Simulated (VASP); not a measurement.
# WS2 in VASP: further runs

One sheet, WS2, is run at these levels: PBEsol+D3(BJ); tasks: single point.

Program: VASP 6.6.1. These are calculated values, not measurements. Logs are shortened: lines on timing, memory, paths and dates and some standing lists are left out, and cuts for length are marked.

## (1) The structure

The cell holds a sheet with vacuum, 3 atoms: a = 3.124 Å, b = 3.124 Å, c = 30.080 Å, α = 90.00°, β = 90.00°, γ = 120.00°.

The cell was built by a generator and needn't be a form met in nature.

## (2) Single point, PBEsol+D3(BJ)

Input file INCAR:

```
ALGO = Normal
DIPOL = 0.5 0.5 0.285
EDIFF = 1E-6
ENCUT = 520
GGA = PS
IDIPOL = 3
ISIF = 2
ISMEAR = 0
IVDW = 12
LASPH = True
LCHARG = True
LDIPOL = True
LELF = True
LREAL = False
LVACPOTAV = True
LVHAR = True
LWAVE = False
NBANDS = 20
NELM = 100
PREC = Accurate
SIGMA = 0.03
```

Input file KPOINTS:

```
k-points
0
Gamma
  12 12 1
```

Input file POSCAR:

```
WS2
1.0
    3.1236315056      0.0000000000      0.0000000000
   -1.5618157528      2.7051442359      0.0000000000
    0.0000000000      0.0000000000     30.0800000023
S W
2 1
Direct
    0.6666666667      0.3333333333      0.2326294351
    0.6666666667      0.3333333333      0.3371843947
    0.3333333333      0.6666666667      0.2849069149
```

Potentials or basis: VASP PAW PBE potentials, release 64 (S, W_sv).

Launch:

```sh
$ cat potpaw_PBE.64/S/POTCAR potpaw_PBE.64/W_sv/POTCAR > POTCAR
$ mpirun -np 1 vasp_std > vasp.out
```

OUTCAR:

```text
EDIFF = 1E-6
   ENCUT = 520
   GGA = PS
   ISIF = 2
   ISMEAR = 0
   IVDW = 12
   LASPH = True
   LREAL = False
   NELM = 100
   PREC = Accurate
 IVDW          = 12

 ion  position               nearest neighbor table
   1  0.667  0.333  0.233-   3 2.39   3 2.39   3 2.39
   2  0.667  0.333  0.337-   3 2.39   3 2.39   3 2.39
   3  0.333  0.667  0.285-   1 2.39   2 2.39   1 2.39   2 2.39   1 2.39   2 2.39

  LATTYP: Found a hexagonal cell.
 ALAT       =     3.1236315056
 C/A-ratio  =     9.6298170730

  Lattice vectors:

 A1 = (   3.1236315056,   0.0000000000,   0.0000000000)
 A2 = (  -1.5618157528,   2.7051442359,   0.0000000000)
 A3 = (   0.0000000000,   0.0000000000,  30.0800000023)

Analysis of symmetry for initial positions (statically):
=====================================================================
 Subroutine PRICEL returns:
 Original cell was already a primitive cell.

 Routine SETGRP: Setting up the symmetry group for a
 hexagonal supercell.

 Subroutine GETGRP returns: Found 12 space group operations
 (whereof  6 operations were pure point group operations)
 out of a pool of 24 trial point group operations.

The static configuration has the point symmetry C_3v.
 The point group associated with its full space group is D_3h.

Analysis of symmetry for dynamics (positions and initial velocities):
=====================================================================
 Subroutine PRICEL returns:
 Original cell was already a primitive cell.

 Routine SETGRP: Setting up the symmetry group for a
 hexagonal supercell.

 Subroutine GETGRP returns: Found 12 space group operations
 (whereof  6 operations were pure point group operations)
 out of a pool of 24 trial point group operations.

The dynamic configuration has the point symmetry C_3v.
 The point group associated with its full space group is D_3h.

 Subroutine INISYM returns: Found 12 space group operations
 (whereof  6 operations are pure point group operations),
 and found     1 'primitive' translations

----------------------------------------------------------------------------------------

                                     Primitive cell

  volume of cell :     254.1722

  direct lattice vectors                    reciprocal lattice vectors
     3.123631506  0.000000000  0.000000000     0.320140195  0.184833028  0.000000000
    -1.561815753  2.705144236  0.000000000     0.000000000  0.369666056  0.000000000
     0.000000000  0.000000000 30.080000002     0.000000000  0.000000000  0.033244681

  length of vectors
     3.123631506  3.123631506 30.080000002     0.369666056  0.369666056  0.033244681

  position of ions in fractional coordinates (direct lattice)
     0.666666667  0.333333333  0.232629435
     0.666666667  0.333333333  0.337184395
     0.333333333  0.666666667  0.284906915

  ion indices of the primitive-cell ions
   primitive index   ion index
                 1           1
                 2           2
                 3           3

----------------------------------------------------------------------------------------

 KPOINTS: k-points

Automatic generation of k-mesh.
 Grid dimensions read from file:
 generate k-points for:   12   12    1

 Generating k-lattice:

  Cartesian coordinates                     Fractional coordinates (reciprocal lattice)
     0.026678350  0.015402752  0.000000000     0.083333333  0.000000000  0.000000000
     0.000000000  0.030805505  0.000000000     0.000000000  0.083333333  0.000000000
     0.000000000  0.000000000  0.033244681     0.000000000  0.000000000  1.000000000

  Length of vectors
     0.030805505  0.030805505  0.033244681

  Shift w.r.t. Gamma in fractional coordinates (k-lattice)
     0.000000000  0.000000000  0.000000000

 Subroutine IBZKPT returns following result:
 ===========================================

 Found     19 irreducible k-points:

 Following reciprocal coordinates:
            Coordinates               Weight
  0.000000  0.000000  0.000000      1.000000
  0.083333 -0.000000  0.000000      6.000000
  0.166667  0.000000  0.000000      6.000000
  0.250000 -0.000000  0.000000      6.000000
  0.333333  0.000000  0.000000      6.000000
  0.416667 -0.000000  0.000000      6.000000
[... 11 lines left out ...]
  0.333333  0.250000  0.000000     12.000000
  0.333333  0.333333  0.000000      2.000000
   k-points           NKPTS =     19   k-points in BZ     NKDIM =     19   number of bands    NBANDS=     20
   number of dos      NEDOS =    301   number of ions     NIONS =      3
   total plane-waves  NPLWV = 129024
   dimension x,y,z NGX =    24 NGY =   24 NGZ =  224
   dimension x,y,z NGXF=    48 NGYF=   48 NGZF=  448
   ions per type =               2   1
   NGX,Y,Z   is equivalent  to a cutoff of  12.77, 12.77, 12.38 a.u.
   NGXF,Y,Z  is equivalent  to a cutoff of  25.55, 25.55, 24.76 a.u.
 SYSTEM =  unknown system
   PREC   = accura    normal or accurate (medium, high low for compatibility)
   ISTART =      0    job   : 0-new  1-cont  2-samecut
   ICHARG =      2    charge: 1-file 2-atom 10-const
   ISPIN  =      1    spin polarized calculation?
   LNONCOLLINEAR =      F non collinear calculations
   LSORBIT =      F    spin-orbit coupling
   LASPH  =      T    aspherical Exc in radial PAW
   ENCUT  =  520.0 eV  38.22 Ry    6.18 a.u.   5.81  5.81 55.93*2*pi/ulx,y,z
   NELM   =    100;   NELMIN=  2; NELMDL= -5     # of ELM steps
   EDIFF  = 0.1E-05   stopping-criterion for ELM
   LREAL  =      F    real-space projection
   EDIFFG = 0.1E-04   stopping-criterion for IOM
   NSW    =      0    number of steps for IOM
   IBRION =     -1    ionic relax: 0-MD 1-quasi-New 2-CG
   NFREE  =      0    steps in history (QN), initial steepest desc. (CG)
   ISIF   =      2    stress and relaxation
   ISYM   =      2    0-nonsym 1-usesym 2-fastsym
   POTIM  = 0.5000    time-step for ionic-motion
   TEBEG  =    0.0;   TEEND  =   0.0 temperature during run
   PSTRESS=    0.0 pullay stress
   NELECT =      26.0000    total number of electrons
   NUPDOWN=      -1.0000    fix difference up-down
   EMIN   =  10.00;   EMAX   =-10.00  energy-range for DOS
   EFERMI =   0.00;   METHOD = LEGACY
   ISMEAR =     0;   SIGMA  =   0.03  broadening in eV -4-tet -1-fermi 0-gaus
   EFERMI_NEDOS =   21; number of points for ismear=-14 and -15
   IALGO  =     38    algorithm
   IMIX   =      4    mixing-type and parameters
     AMIX     =   0.40;   BMIX     =  1.00
     AMIX_MAG =   1.60;   BMIX_MAG =  1.00
  volume/ion in A,a.u.               =      84.72       571.75
  Fermi-wavevector in a.u.,A,eV,Ry     =   0.765638  1.446845  7.975748  0.586201
  Thomas-Fermi vector in A             =   1.865802
   LORBIT       =      0    0 simple, 1 ext, 2 COOP (PROOUT), +10 PAW based schemes
   GGA     = PS    functional components
   LHFCALC =     F    Hartree Fock is set to
   AEXX    =    0.0000 exact exchange contribution
   IVDW    =    12    specifies the selected vdW correction
   LEPSILON=     F    determine dielectric tensor
   LRPA    =     F    only Hartree local field effects (RPA)
 non-spin polarized calculation
 Gauss-broadening in eV      SIGMA  =   0.03
  energy-cutoff  :      520.00
  volume of cell :      254.17
 maximum number of plane-waves:      6888
 NGX is ok and might be reduce to    24
   NGX = 11   NGY = 11   NGZ =111

 dipolmoment           0.000000      0.000000     -0.000025 electrons x Angstroem

 number of electron      25.9999997 magnetization

 dipolmoment           0.000000      0.000000      0.000003 electrons x Angstroem

 Free energy of the ion-electron system (eV)
  ---------------------------------------------------
  ext. energy  EPLUGINS =         0.00000000
  ---------------------------------------------------
  free energy    TOTEN  =       -25.24230753 eV

  energy without entropy =      -25.24230753  energy(sigma->0) =      -25.24230753

 E-fermi :  -2.8898     XC(G=0):  -2.6350

 val. band max:       -3.0787667288   @ k =   0.3333   0.3333   0.0000
 cond. band min:      -1.0881868273   @ k =   0.1667   0.1667   0.0000
 fundamental gap:      1.9905799015
 Fermi energy:        -2.8898152760

 k-point     1 :       0.0000    0.0000    0.0000
  band No.  band energies     occupation
      1     -76.9568      2.00000
      2     -41.2549      2.00000
      3     -41.0333      2.00000
      4     -41.0333      2.00000
      5     -18.0497      2.00000
      6     -16.3556      2.00000
[... 12 lines left out ...]
     19       2.2972      0.00000
     20       2.5920      0.00000

 k-point     2 :       0.0833   -0.0000    0.0000
  band No.  band energies     occupation
      1     -76.9553      2.00000
      2     -41.2497      2.00000
      3     -41.0615      2.00000
      4     -41.0398      2.00000
      5     -17.9252      2.00000
      6     -16.3090      2.00000
[... 12 lines left out ...]
     19       2.4410      0.00000
     20       2.7943      0.00000

 k-point     3 :       0.1667    0.0000    0.0000
  band No.  band energies     occupation
      1     -76.9513      2.00000
      2     -41.2357      2.00000
      3     -41.1379      2.00000
      4     -41.0575      2.00000
      5     -17.5701      2.00000
      6     -16.1761      2.00000
[... 12 lines left out ...]
     19       2.8594      0.00000
     20       3.2368      0.00000

 k-point     4 :       0.2500   -0.0000    0.0000
  band No.  band energies     occupation
      1     -76.9457      2.00000
      2     -41.2406      2.00000
      3     -41.2165      2.00000
      4     -41.0816      2.00000
      5     -17.0400      2.00000
      6     -15.9800      2.00000
[... 314 lines left out ...]
 k-point    18 :       0.3333    0.2500    0.0000
  band No.  band energies     occupation
      1     -76.9326      2.00000
      2     -41.3708      2.00000
      3     -41.2485      2.00000
      4     -41.1709      2.00000
      5     -15.4461      2.00000
      6     -15.3718      2.00000
[... 12 lines left out ...]
     19       4.7969      0.00000
     20       6.1264      0.00000

 k-point    19 :       0.3333    0.3333    0.0000
  band No.  band energies     occupation
      1     -76.9319      2.00000
      2     -41.3380      2.00000
      3     -41.2985      2.00000
      4     -41.1683      2.00000
      5     -15.3397      2.00000
      6     -15.3224      2.00000
[... 12 lines left out ...]
     19       4.1880      0.00000
     20       6.3035      0.00000

------------------------ aborting loop because EDIFF is reached ----------------------------------------

 Edisp (eV)   -0.75652

 E8    (eV) :    -0.5100

  FORCE on cell =-STRESS in cart. coord.  units (eV):
  Direction    XX          YY          ZZ          XY          YZ          ZX
  --------------------------------------------------------------------------------------
  -------------------------------------------------------------------------------------
  Total       0.04029     0.04029     0.03937     0.00000    -0.00000     0.00000
  in kB       0.25397     0.25397     0.24820     0.00000    -0.00000     0.00000
  external pressure =        0.25 kB  Pullay stress =        0.00 kB

 VOLUME and BASIS-vectors are now :
 -----------------------------------------------------------------------------
  energy-cutoff  :      520.00
  volume of cell :      254.17
      direct lattice vectors                 reciprocal lattice vectors
     3.123631506  0.000000000  0.000000000     0.320140195  0.184833028  0.000000000
    -1.561815753  2.705144236  0.000000000     0.000000000  0.369666056  0.000000000
     0.000000000  0.000000000 30.080000002     0.000000000  0.000000000  0.033244681

 POSITION                                       TOTAL-FORCE (eV/Angst)
 -----------------------------------------------------------------------------------
      1.56182      0.90171      6.99749        -0.000000      0.000000     -0.021809
      1.56182      0.90171     10.14251        -0.000000      0.000000      0.021809
     -0.00000      1.80343      8.57000         0.000000     -0.000000     -0.000000
 -----------------------------------------------------------------------------------
    total drift:                                0.000000      0.000000      0.000127

  FREE ENERGIE OF THE ION-ELECTRON SYSTEM (eV)
  ---------------------------------------------------
  free  energy   TOTEN  =       -25.9988245230 eV

  energy  without entropy=      -25.9988245230  energy(sigma->0) =      -25.99882452

 vacuum level on the upper side and lower side of the slab         2.600         2.600
```

Wall time 1.7 min (1 thread of Intel Xeon 6975P-C (Granite Rapids), shared host); peak memory 0.39 GiB.

What came out:

* Free energy: -25.9988 eV
* Largest force: 0.022 eV/Å
* Band gap on the k mesh: 1.99 eV, indirect (least direct gap 2.04 eV)
* Dispersion energy per atom: -0.252 eV
* Ionisation potential of the upper face: 5.68 eV

Forces in eV/Å, atoms in the order of the input:
```
S    0.000  0.000 -0.022
S    0.000  0.000  0.022
W    0.000  0.000  0.000
```

Caveat: the PAW data sets were made with another functional, which shifts forces and pressure a little; spin-orbit coupling is left out, which moves the levels of the heavy elements. PBEsol gaps usually lie below the measured ones, often by a third to a half.

(Continued in part 2 of 2.)
